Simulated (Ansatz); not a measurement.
**AlN in Ansatz: the effect of functional**

Crystal: AlN.

```
Al N
1.0
     3.28989    0.00000    0.00000
    -1.64494    2.84912    0.00000
     0.00000    0.00000    4.15946
Al N
2 2
Direct
  0.66667 0.33333 0.25000
  0.33333 0.66667 0.75000
  0.66667 0.33333 0.75000
  0.33333 0.66667 0.25000
```

Measurements of this composition are mostly on another form, of space group No. 186.

The cell isn't the ideal one: volume scaled by 0.98.

Alike in all runs:

```yaml
Program: Ansatz 0.2.0
Task: single point
Potentials_or_basis: Ansatz PAW
k_mesh: 9 × 9 × 7
Occupations: fermi-dirac, width 0.05 eV
Spin: no spin polarisation
```

```csv
functional,cutoff,gap on the mesh (eV),pressure (GPa)
r2SCAN,500 eV (not typed: the program's choice for these potentials),3.98,-0.7
LDA,420 eV (not typed: the program's choice for these potentials),?,?
PBEsol,420 eV (not typed: the program's choice for these potentials),3.32,0.8
```

Question: What does the run with functional LDA give?

Answer: gap on the mesh 3.43 eV; pressure -4.7 GPa.

Caveats: odd divisions of the mesh miss points on the zone boundary, where band edges often lie, so the gap on the mesh can be too wide; the PAW data sets come from PBE, with cores solved anew for the run's functional, which leaves a small shift of forces and pressure.

A k mesh can miss the band edges.

Runs at the PBE level aren't shown here.
